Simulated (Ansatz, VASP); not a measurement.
One calculation of KBr, two programs

```
CELL_PARAMETERS angstrom
0.00000 3.29250 3.19373
3.29250 0.00000 3.19373
3.29250 3.29250 0.00000
ATOMIC_POSITIONS crystal
K 0.00000 0.00000 0.00000
Br 0.50000 0.50000 0.50000
```

Change from the starting cell: strain +0.000 along x and y, -0.030 along z, atoms carried along.

Alike in both runs: task single point; functional LDA; k mesh 6 × 6 × 6; occupations gaussian, width 0.05 eV; no spin polarisation.

```csv
,VASP,Ansatz
version,VASP 6.6.1,Ansatz 0.2.0
potentials or method,"VASP PAW LDA potentials, release 64 (K_sv, Br)","scalar-relativistic, plane waves, PAW"
plane-wave cutoff (eV),520,420
valence electrons in the cell,16,16
```

```tsv
	VASP	Ansatz	Ansatz less VASP
gap on the k mesh at the Fermi level (eV)	4.12	4.11	-0.007
least direct gap on the mesh (eV)	4.12	4.11	-0.007
pressure (GPa)	-1.1	-1.1	-0.05
largest component of the traceless stress (GPa)	0.69	0.67	-0.018
```
